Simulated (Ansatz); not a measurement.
ZrN, space group Fm-3m: an all-electron equation of state, run with the Python package of Ansatz (0.2.0).

Script `zrn_eos_lapw.py`:
```python
import ansatz
from ase.eos import EquationOfState
from ase.units import GPa
import numpy as np

VECTORS = np.array([
    [0.0, 2.3, 2.3],
    [2.3, 0.0, 2.3],
    [2.3, 2.3, 0.0],
])
SITES = [
    ('Zr', (0.5, 0.5, 0.5)),
    ('N', (0.0, 0.0, 0.0)),
]


def on_lattice(cell):
    crystal = ansatz.Crystal(lattice=ansatz.Lattice.of(cell))
    for symbol, position in SITES:
        crystal = crystal.atom(symbol, position)
    return crystal

volumes, energies = [], []
for scale in np.linspace(0.94, 1.06, 5):
    cell = VECTORS * scale ** (1 / 3)
    calc = (
        on_lattice(cell).calculation()
        .functional('pbe')
        .occupations('Marzari-Vanderbilt', width=150 * ansatz.meV)
        .kpoints(11, 11, 11)
        .pseudopotentials('all_electron', lapw=True)
    )
    summary = calc.run(threads=1).report
    volumes.append(abs(np.linalg.det(cell)) / len(SITES))
    energies.append(summary['free_energy_ev'] / len(SITES))
    print(f'{scale:.3f} {volumes[-1]:9.4f} A^3/atom {energies[-1]:16.5f} eV/atom  (estimated basis error {1000 * summary["lapw_basis_errors"]["total_ev_per_atom"]:.2f} meV/atom)')
v0, e0, bulk = EquationOfState(volumes, energies, eos='birchmurnaghan').fit()
print(f'V0 = {v0:.4f} A^3/atom, B0 = {bulk / GPa:.1f} GPa')
```

From its runs, with one value withheld:

| V (Å³/atom) | F less the lowest row shown (meV/atom) |
| --- | --- |
| 11.437 | ? |
| 11.802 | 7.09 |
| 12.167 | 0.00 |
| 12.532 | 9.74 |
| 12.897 | 33.80 |

What is the missing energy at 11.437 Å³ an atom?

A third-order Birch-Murnaghan fit, E = E0 + (9 V0 B0 / 16) [(t - 1)³ B' + (t - 1)² (6 - 4t)] with t = (V0/V)^(2/3), through the 4 rows shown gives V0 = 12.129 Å³, B0 = 249.0 GPa, B' = 4.34 and E0 = -0.09 meV. At V = 11.437 Å³, t = 1.03993, and the fit extrapolates to 33.94 meV. The run gave 33.92 meV, a miss of 0.02 meV.

The run is spin-unpolarised. For a metal this k-point mesh is coarse: on a finer one energies can move by several to tens of meV an atom and pressures by half a GPa or more, differences at one mesh by less. Of the deposited cell: the entry's cell lengths or inner coordinates differ somewhat from later room-temperature determinations. The structure is a deposited one; some such entries were measured under pressure or heat, so a shift against it needn't be the functional's error alone. Run time: 51 s on 1 thread of Arm Neoverse V2, with other jobs on the host, peak memory 0.41 GiB.
